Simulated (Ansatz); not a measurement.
# Sr (Fm-3m) in Ansatz: further runs

The runs below take Sr through single point, equation of state, with LDA.

Program: Ansatz 0.2.0. These are calculated values, not measurements. Logs are shortened: lines on timing, memory, paths and dates and some standing lists are left out, and cuts for length are marked.

**1. The crystal as given**

The structure is cubic, space group Fm-3m (No. 225). Conventional cell: a = 6.085 Å, b = 6.085 Å, c = 6.085 Å, α = 90.00°, β = 90.00°, γ = 90.00°. Sr (site symmetry m-3m) has 12 Sr at 4.30 Å as nearest neighbours.

**2. Single point, LDA, 52.94 Å³/atom (volume scaled by 0.94)**

Input file input.yaml:

```yaml
crystal:
  lattice:
    - [0.0, 2.9802437979, 2.9802437979]
    - [2.9802437979, 0.0, 2.9802437979]
    - [2.9802437979, 2.9802437979, 0.0]
  atoms:
    - { symbol: Sr, position: [0.0, 0.0, 0.0] }
hamiltonian:
  xc: lda
  pseudopotentials: { kind: paw }
kpoints:
  mp_grid: { grid: [6, 6, 6] }
scf:
  occupations: { method: fermi_dirac, width: 0.05 }
output:
  forces: true
  stress: true
  eigenvalues: true
```

Potentials or basis: Ansatz PAW.

Run with:

```bash
$ ansatz run input.yaml --threads 2 --pin off --max-ram 5632MiB --backend cpu --events-out ev --progress --plain --runs-dir out
```

The program printed:

```text
Warning: RAYON_NUM_THREADS=2 ignored (pool sized by the plan → 2); use --threads N
Engine: ansatz 0.2.0, x86_64-unknown-linux-gnu
Pseudopotentials: kind: paw
Pseudopotential: Sr, paw, valence charge 10, recommended cutoff 420 eV (normal), Sr.paw.azcp
Functional definition: SPW92
  exchange = slater_x
  correlation = pw_c
Crystal: 1 atoms, lattice volume = 52.940 Å³
Basis set: ecut = 420 eV, 1037 PW (Γ)
Bands: 9, of which v1, the nominal top of the filled ones, is band 5 counted from 1 (4 counted from 0)
Symmetry: 48 space group operations
Space group: Fm-3m (ITA 225), of the structure as read, at distance tolerance 3.8e-5 Å
k-points: 16 of 216
Non-local potential: Sr, projectors of the file, l = 0: 3, l = 1: 2, l = 2: 2
PAW form: soft (Blöchl's): semilocal exchange-correlation on the pseudo side does not see the compensation charge
PAW frozen core: Sr, regenerated for the run's functional, and the local potential with it (the file was generated under x = pbe(κ = 0.804, μ = 0.2195149727645171), c = pbe(β = 0.06672455060314922))
PAW one-centre angular grid: Sr, 110 points (default); XC on 64 Gauss nodes
Initial density: superposition of atomic densities (neutral atoms: chi_scale 0, normalization atom), corrected by the library's trained network
Initial wavefunctions: pseudopotential atomic-orbital guess
Functional: x = slater, c = lda
SCF iter   1: F=—  HF=-3444.285783 eV  |F-HF|=—  |Δ(HF+E_count)|=         —  Δρ=3.36e-3  dr2=2.39e-3  ethr=1.77e-3  ⟨swp⟩=6.6  Hψ=1247  notcnv=0
preconditioner: auto → none  [metal: Δε(μ)=0.081 eV  Ē_g=3.496 eV  σ=0.050 eV  W_gap=0.38  n_scr=8 (ndim 8)  ℏωp=7.2 eV  f_vac=0.000  D(μ)=2.10/eV (n_scr^D=14)  sad-step TF]
SCF iter   2: F=—  HF=-3444.285957 eV  |F-HF|=—  |Δ(HF+E_count)|=   1.74e-4  Δρ=1.75e-3  dr2=9.09e-4  ethr=2.39e-5  ⟨swp⟩=2.2  Hψ=334  notcnv=0
SCF iter   3: F=—  HF=-3444.286011 eV  |F-HF|=—  |Δ(HF+E_count)|=   5.38e-5  Δρ=2.85e-4  dr2=4.38e-5  ethr=9.09e-6  ⟨swp⟩=2.1  Hψ=227  notcnv=0
SCF iter   4: F=—  HF=-3444.285997 eV  |F-HF|=—  |Δ(HF+E_count)|=   1.39e-5  Δρ=5.74e-5  dr2=1.55e-6  ethr=4.38e-7  ⟨swp⟩=2.0  Hψ=224  notcnv=0
SCF iter   5: F=—  HF=-3444.285997 eV  |F-HF|=—  |Δ(HF+E_count)|=   1.90e-7  Δρ=1.66e-5  dr2=1.60e-7  ethr=1.55e-8  ⟨swp⟩=2.1  Hψ=207  notcnv=0
SCF iter   6: F=-3444.285997 eV  HF=-3444.285997 eV  |F-HF|=3.78e-9  |Δ(HF+E_count)|=   2.84e-8  Δρ=3.01e-6  dr2=6.61e-9  ethr=1.00e-9  ⟨swp⟩=6.4  Hψ=810  notcnv=0
SCF 1 converged in 6 iterations: F = -3444.285997 eV  dr2 = 6.61e-9
SCF converged after 6 iterations
Free energy (F): -3444.285997 eV
Harris-Foulkes:  -3444.285997 eV  (|F-HF|=3.78e-9)
Internal energy: -3444.269616 eV  (E = F + TS)
E sigma→0 (E₀):  -3444.277807 eV
Entropy (-TS):   -0.016381 eV (-16.381 meV/atom)
Fermi energy:    5.131244 eV
--- Per-component energies (eV) ---
  E_band       = -134.743309
  E_kinetic    = 241.789741
  E_local      = -764.975764  (includes V_loc(G=0)·N_el)
  E_nonlocal   = 207.068301
  E_hartree    = 191.791250
  E_xc         = -169.237105
  E_vxc        = -158.743197  (∫ρ·V_xc dr)
  E_paw        = -2597.183164  (= ΣΔE_a)
  E_vpaw       = -43.463028  (= ΣTr[D̂ρ^β])
  E_aug_tail   = -0.000002  (compensation charges beyond the density's cutoff)
  E_ewald      = -553.817011
  E_core_change = 0.294135  (= ΣΔE_core)
  E_smearing   = -0.016381  (= −TS)
  E_closure    = -0.000000  (closes the sum)
  Σ components = -3444.285997   (vs F -3444.285997, Δ=0.00e0)
--- Forces (eV/Å), atoms counted from 1 ---
  atom   1  Sr     0.00000000    -0.00000000    -0.00000000
  max |Σ_I F_I| component: 8.22e-31 eV/Å
--- Stress (GPa, compression-positive) ---
       -0.957771       0.000000       0.000000
       -0.000000      -0.957771       0.000000
       -0.000000      -0.000000      -0.957771
  P = ⅓ Tr σ = -0.9578 GPa (-9.578 kbar)
--- Band table (eV; the first three rows and the last of 16) ---
  k-point 0: bands = ["-31.3189", "-13.2193", "-13.2193", "-13.2193", "1.3997", "7.4281", "7.4281", "7.4281", "8.9478"]
  k-point 1: bands = ["-31.3146", "-13.2785", "-13.2272", "-13.2272", "1.8551", "6.8417", "7.5912", "7.5912", "8.7703"]
  k-point 2: bands = ["-31.3061", "-13.3937", "-13.2430", "-13.2430", "3.0123", "5.9039", "7.4539", "7.4539", "9.3120"]
  k-point 15: bands = ["-31.2962", "-13.4033", "-13.3368", "-13.3049", "4.9207", "5.5675", "6.0022", "7.8954", "10.3657"]
```

Run time: 0.56 s. Hardware: 2 threads of AMD EPYC 7R43 (Zen 3), shared host; peak memory 0.32 GiB.

What came out:

- Free energy: -3444.2860 eV
- Pressure: -1.0 GPa

Caveat: the PAW data sets come from PBE, with cores solved anew for the run's functional, which leaves a small shift of forces and pressure.

**3. Single point, LDA, 54.07 Å³/atom (volume scaled by 0.96)**

input.yaml: that of step 2 with these lines changed.

```diff
@@ -2,5 +2,5 @@
   lattice:
-    - [0.0, 2.9802437979, 2.9802437979]
-    - [2.9802437979, 0.0, 2.9802437979]
-    - [2.9802437979, 2.9802437979, 0.0]
+    - [0.0, 3.0012321217, 3.0012321217]
+    - [3.0012321217, 0.0, 3.0012321217]
+    - [3.0012321217, 3.0012321217, 0.0]
   atoms:
```

Potentials or basis: Ansatz PAW.

Run with:

```bash
$ ansatz run input.yaml --threads 2 --pin off --max-ram 5632MiB --backend cpu --events-out ev --progress --plain --runs-dir out
```

Wall time 0.65 s (2 threads of AMD EPYC 7R43 (Zen 3), shared host); peak memory 0.31 GiB.

Results (log left out):

* Free energy: -3444.2785 eV
* Pressure: -1.2 GPa

Caveat: the PAW data sets come from PBE, with cores solved anew for the run's functional, which leaves a small shift of forces and pressure.

**4. Single point, LDA, 55.19 Å³/atom (volume scaled by 0.98)**

input.yaml: that of step 3 with these lines changed.

```diff
@@ -2,5 +2,5 @@
   lattice:
-    - [0.0, 3.0012321217, 3.0012321217]
-    - [3.0012321217, 0.0, 3.0012321217]
-    - [3.0012321217, 3.0012321217, 0.0]
+    - [0.0, 3.0219309284, 3.0219309284]
+    - [3.0219309284, 0.0, 3.0219309284]
+    - [3.0219309284, 3.0219309284, 0.0]
   atoms:
```

Run with:

```bash
$ ansatz run input.yaml --threads 2 --pin off --max-ram 5632MiB --backend cpu --events-out ev --progress --plain --runs-dir out
```

Wall time 0.59 s (2 threads of AMD EPYC 7R43 (Zen 3), shared host); peak memory 0.31 GiB.

Results (log left out):

```yaml
Free_energy: -3444.2695 eV
Pressure: -1.4 GPa
```

Caveat: the PAW data sets come from PBE, with cores solved anew for the run's functional, which leaves a small shift of forces and pressure.

**5. Single point, LDA, 56.32 Å³/atom**

input.yaml: that of step 4 with these lines changed.

```diff
@@ -2,5 +2,5 @@
   lattice:
-    - [0.0, 3.0219309284, 3.0219309284]
-    - [3.0219309284, 0.0, 3.0219309284]
-    - [3.0219309284, 3.0219309284, 0.0]
+    - [0.0, 3.04235, 3.04235]
+    - [3.04235, 0.0, 3.04235]
+    - [3.04235, 3.04235, 0.0]
   atoms:
```

Run with:

```bash
$ ansatz run input.yaml --threads 2 --pin off --max-ram 5632MiB --backend cpu --events-out ev --progress --plain --runs-dir out
```

It took 0.52 s on 2 threads of AMD EPYC 7R43 (Zen 3), shared host; peak memory 0.32 GiB.

The run converged. Its results:

```
Free energy : -3444.2593 eV
Pressure    : -1.5 GPa
```

Caveat: the PAW data sets come from PBE, with cores solved anew for the run's functional, which leaves a small shift of forces and pressure.

**6. Single point, LDA, 57.45 Å³/atom (volume scaled by 1.02)**

input.yaml: that of step 5 with these lines changed.

```diff
@@ -2,5 +2,5 @@
   lattice:
-    - [0.0, 3.04235, 3.04235]
-    - [3.04235, 0.0, 3.04235]
-    - [3.04235, 3.04235, 0.0]
+    - [0.0, 3.0624986004, 3.0624986004]
+    - [3.0624986004, 0.0, 3.0624986004]
+    - [3.0624986004, 3.0624986004, 0.0]
   atoms:
@@ -18 +18,5 @@
   eigenvalues: true
+  write_density: true
+  write_potential: true
+  elf: true
+  volumetric_format: npy
```

Potentials or basis: Ansatz PAW.

Run with:

```bash
$ ansatz run input.yaml --threads 2 --pin off --max-ram 5632MiB --backend cpu --events-out ev --progress --plain --runs-dir out
```

Wall time 0.64 s (2 threads of AMD EPYC 7R43 (Zen 3), shared host); peak memory 0.32 GiB.

It converged, with:

| Item | Value |
| --- | --- |
| Free energy | -3444.2478 eV |
| Pressure | -1.7 GPa |

Caveat: the PAW data sets come from PBE, with cores solved anew for the run's functional, which leaves a small shift of forces and pressure.

**7. Single point, LDA, 58.57 Å³/atom (volume scaled by 1.04)**

input.yaml: that of step 6 with these lines changed.

```diff
@@ -2,5 +2,5 @@
   lattice:
-    - [0.0, 3.0624986004, 3.0624986004]
-    - [3.0624986004, 0.0, 3.0624986004]
-    - [3.0624986004, 3.0624986004, 0.0]
+    - [0.0, 3.0823855122, 3.0823855122]
+    - [3.0823855122, 0.0, 3.0823855122]
+    - [3.0823855122, 3.0823855122, 0.0]
   atoms:
```

Run with:

```bash
$ ansatz run input.yaml --threads 2 --pin off --max-ram 5632MiB --backend cpu --events-out ev --progress --plain --runs-dir out
```

It took 0.67 s on 2 threads of AMD EPYC 7R43 (Zen 3), shared host; peak memory 0.33 GiB.

Results (log left out):

```yaml
Free_energy: -3444.2354 eV
Pressure: -1.8 GPa
```

Caveat: the PAW data sets come from PBE, with cores solved anew for the run's functional, which leaves a small shift of forces and pressure.

**8. Single point, LDA, 59.70 Å³/atom (volume scaled by 1.06)**

Input file input.yaml:

```yaml
crystal:
  lattice:
    - [0.0, 3.1020190703, 3.1020190703]
    - [3.1020190703, 0.0, 3.1020190703]
    - [3.1020190703, 3.1020190703, 0.0]
  atoms:
    - { symbol: Sr, position: [0.0, 0.0, 0.0] }
hamiltonian:
  xc: lda
  pseudopotentials: { kind: paw }
kpoints:
  mp_grid: { grid: [6, 6, 6] }
scf:
  occupations: { method: fermi_dirac, width: 0.05 }
output:
  forces: true
  stress: true
  eigenvalues: true
```

Run with:

```bash
$ ansatz run input.yaml --threads 2 --pin off --max-ram 5632MiB --backend cpu --events-out ev --progress --plain --runs-dir out
```

Run time: 0.49 s. Hardware: 2 threads of AMD EPYC 7R43 (Zen 3), shared host; peak memory 0.32 GiB.

It converged, with:

* Free energy: -3444.2220 eV
* Pressure: -2.0 GPa

Caveat: the PAW data sets come from PBE, with cores solved anew for the run's functional, which leaves a small shift of forces and pressure.

**9. Equation of state, LDA**

Potentials or basis: Ansatz PAW.

No new run: the results of the series are fitted here.

What came out:

```yaml
Equilibrium_volume: "49.12 Å³/atom (rough: see the caveat)"
Bulk_modulus: 14.9 GPa (rough)
```

Energy against volume, from the lowest point:
| volume (Å³/atom) | energy (meV/atom) |
| --- | --- |
| 52.940 | 0.00 |
| 54.067 | 7.51 |
| 55.193 | 16.48 |
| 56.319 | 26.74 |
| 57.446 | 38.16 |
| 58.572 | 50.62 |
| 59.698 | 63.99 |

Caveat: the minimum lies outside the volumes run.
